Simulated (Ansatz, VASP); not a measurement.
## Sc3Al: VASP beside Ansatz

Contents of INCAR:

```
SYSTEM = Sc3Al
  PREC = Accurate
  ENCUT = 520
  EDIFF = 1E-7
  ISMEAR = 0
  SIGMA = 0.1
  LREAL = .False.
  LASPH = .True.
  NELM = 80
  ALGO = Fast
  ISIF = 2
  LWAVE = .False.
  LCHARG = .False.
  GGA = PS
  NBANDS = 26
```

Contents of KPOINTS:

```
Automatic mesh
0
Gamma
  12 12 12
  0 0 0
```

File POSCAR:

```
Sc3Al
1.0
    4.3747949989      0.0000000000      0.0000000000
    0.0000000000      4.3747949989      0.0000000000
    0.0000000000      0.0000000000      4.3747949989
Sc Al
3 1
Direct
    0.5000000000      0.0000000000      0.5000000000
    0.0000000000      0.5000000000      0.5000000000
    0.5000000000      0.5000000000      0.0000000000
    0.0000000000      0.0000000000      0.0000000000
```

Input for Ansatz:

```yaml
crystal:
  lattice:
    - [4.3747949989, 0.0, 0.0]
    - [0.0, 4.3747949989, 0.0]
    - [0.0, 0.0, 4.3747949989]
  atoms:
    - { symbol: Sc, position: [0.5, 0.0, 0.5] }
    - { symbol: Sc, position: [0.0, 0.5, 0.5] }
    - { symbol: Sc, position: [0.5, 0.5, 0.0] }
    - { symbol: Al, position: [0.0, 0.0, 0.0] }
basis:
  ecutwfc: 420
kpoints:
  mp_grid: { grid: [12, 12, 12] }
hamiltonian:
  xc: pbesol
scf:
  occupations: { method: gaussian, width: 0.1 }
output:
  forces: true
  stress: true
  eigenvalues: true
```

Alike in both runs: task single point; functional PBEsol; k mesh 12 × 12 × 12; occupations gaussian, width 0.1 eV; no spin polarisation.

|  | VASP | Ansatz |
| --- | --- | --- |
| version | VASP 6.6.1 | Ansatz 0.2.0 |
| potentials or method | VASP PAW PBE potentials, release 64 (Sc_sv, Al) | scalar-relativistic, plane waves, PAW |
| plane-wave cutoff (eV) | 520 | 420 |
| valence electrons in the cell | 36 | 36 |

|  | VASP | Ansatz | Ansatz less VASP |
| --- | --- | --- | --- |
| gap on the k mesh at the Fermi level (eV) | none | none | - |
| pressure (GPa) | 0.1 | 0.0 | -0.07 |

A gap of «none» marks a metal or a gap that the smearing closes.

Caveats: the PAW data sets were made with another functional, which shifts forces and pressure a little (VASP).
